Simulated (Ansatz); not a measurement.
Pb:

```
CELL_PARAMETERS angstrom
3.48000 0.00000 0.00000
-1.74000 3.01377 0.00000
0.00000 0.00000 5.59000
ATOMIC_POSITIONS crystal
Pb 0.66667 0.33333 0.75000
Pb 0.33333 0.66667 0.25000
```

This isn't the form of Pb at room conditions, which is fcc.

| Quantity | Value |
| --- | --- |
| Program | Ansatz 0.2.0 |
| Task | relaxation of cell and atoms |
| Functional | B3LYP |
| Potentials or basis | Ansatz PAW |
| Cutoff | 420 eV (not typed: the program's choice for these potentials) |
| k mesh | 5 × 5 × 3 |
| Occupations | fermi-dirac, width 0.05 eV |
| Spin | no spin polarisation |

At the start: volume 29.31 Å³/atom.

**Question.** Where does the relaxation end?

**Answer.** It ends after 6 steps and the volume is 33.81 Å³/atom (+15.3 %); space group P6_3/mmc (No. 194, to 0.05 Å).

The path:
| step | energy change (eV) | largest force (eV/Å) | volume (Å³) |
| --- | --- | --- | --- |
| 1 | 0.0000 | 0.0000 | 58.63 |
| 2 | -0.1574 | 0.0000 | 67.62 |
| 3 | -0.1667 | 0.0000 | 67.91 |
| 4 | -0.1691 | 0.0000 | 67.70 |
| 5 | -0.1692 | 0.0000 | 67.61 |
| 6 | -0.1699 | 0.0000 | 67.61 |

Final structure:
```
Pb
1.0
     3.60282    0.00000    0.00000
    -1.80141    3.12014    0.00000
     0.00000    0.00000    6.01464
Pb
2
Direct
  0.66667 0.33333 0.75000
  0.33333 0.66667 0.25000
```

Caveat: the k mesh is coarse (spacing up to 0.42 Å⁻¹), so the values aren't converged, least of all with exact exchange; the volume moved by over 15 % at a fixed basis, so the end points are rough; the plane-wave basis is chosen anew once the cell has moved, so the energies of steps on either side of that aren't comparable; the volume moved by +15 % from the deposited cell, more than functionals usually miss; the PAW data sets come from PBE, with cores solved anew for the run's functional, which leaves a small shift of forces and pressure.
